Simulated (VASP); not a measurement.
Here is a VASP 6.6.1 calculation.

The input INCAR:

```
SYSTEM = TiPbO3
  ALGO = Normal
  EDIFF = 1E-7
  EDIFFG = -0.005
  ENCUT = 600
  GGA = PS
  IBRION = 2
  ISIF = 3
  ISMEAR = 0
  KPAR = 2
  LASPH = .True.
  LCHARG = .False.
  LREAL = .False.
  LWAVE = .False.
  NELM = 80
  NSW = 90
  PREC = Accurate
  SIGMA = 0.03
```

The input KPOINTS:

```
k-points
0
Gamma
  8 8 8
  0 0 0
```

File POSCAR:

```
TiPbO3                                  
1.0
    3.8812115707      0.0000000000      0.0000000000
    0.0000000000      3.8812115707     -0.0000000000
    0.0000000000     -0.0000000000      4.1568689556
  Ti              Pb              O             
     1     1     3
Direct
     0.5000000000000000    0.5000000000000000    0.5376270745432562
     0.0000000000000000    0.0000000000000000    0.0006615168900677
     0.5000000000000000    0.5000000000000000    0.1095751948177213
     0.5000000000000000    0.0000000000000000    0.6166681068744808
     0.0000000000000000    0.5000000000000000    0.6166681068744808
```

Potentials or basis: VASP PAW PBE potentials, release 64 (Ti_sv, Pb_d, O).

Run with:

```bash
$ cat potpaw_PBE.64/Ti_sv/POTCAR potpaw_PBE.64/Pb_d/POTCAR potpaw_PBE.64/O/POTCAR > POTCAR
$ mpirun -np 2 vasp_std > vasp.out
```

Task: Estimate the relaxed cell.

Result: a = 3.877 Å, b = 3.877 Å, c = 4.177 Å, α = 90.00°, β = 90.00°, γ = 90.00°.

Task: What does it give for the relaxed volume?

Result: 12.55 Å³/atom.

Forces on the atoms (eV/Å):
```
Ti   0.000  0.000  0.004
Pb   0.000  0.000  0.000
O    0.000  0.000 -0.004
O    0.000  0.000  0.000
O    0.000  0.000  0.000
```

Caveat: the PAW data sets were made with another functional, which shifts forces and pressure a little.
